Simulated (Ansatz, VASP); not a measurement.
Mg: VASP beside Ansatz

INCAR

```
SYSTEM = Mg
ALGO = Normal ; EDIFF = 1E-7
ENCUT = 520 ; GGA = PE
ISIF = 2 ; ISMEAR = -1
LASPH = .True. ; LCHARG = .False.
LREAL = .False. ; LWAVE = .False.
NBANDS = 7 ; NELM = 80
PREC = Accurate ; SIGMA = 0.05
```

File KPOINTS:

```
k-points
0
Gamma
  10 10 10
  0 0 0
```

Contents of POSCAR:

```
Mg
1.0
    0.0000000000      2.2442560000      2.2442560000
    2.2442560000      0.0000000000      2.2442560000
    2.2442560000      2.2442560000      0.0000000000
Mg
1
Direct
    0.0000000000      0.0000000000      0.0000000000
```

input.yaml

```yaml
crystal:
  lattice:
    - [0.0, 2.244256, 2.244256]
    - [2.244256, 0.0, 2.244256]
    - [2.244256, 2.244256, 0.0]
  atoms:
    - { symbol: Mg, position: [0.0, 0.0, 0.0] }
kpoints:
  mp_grid: { grid: [10, 10, 10] }
scf:
  occupations: { method: fermi_dirac, width: 0.05 }
hamiltonian:
  xc: pbe
  pseudopotentials: { kind: all_electron, lapw: { basis_error: 0.0005 } }
output:
  forces: true
  stress: true
  eigenvalues: true
```

Alike in both runs: task single point; functional PBE; k mesh 10 × 10 × 10; occupations fermi-dirac, width 0.05 eV; no spin polarisation.

```csv
,VASP,Ansatz
version,VASP 6.6.1,Ansatz 0.2.0
potentials or method,"VASP PAW PBE potentials, release 64 (Mg)","all-electron LAPW, scalar-relativistic"
plane-wave cutoff (eV),520,see its input
```

```tsv
	VASP	Ansatz	Ansatz less VASP
gap on the k mesh at the Fermi level (eV)	none	none	-
pressure (GPa)	0.7	0.8	+0.10
```

A gap of «none» marks a metal or a gap that the smearing closes. Ansatz ran all-electron here, so the differences hold the error of VASP's frozen core and of both bases.
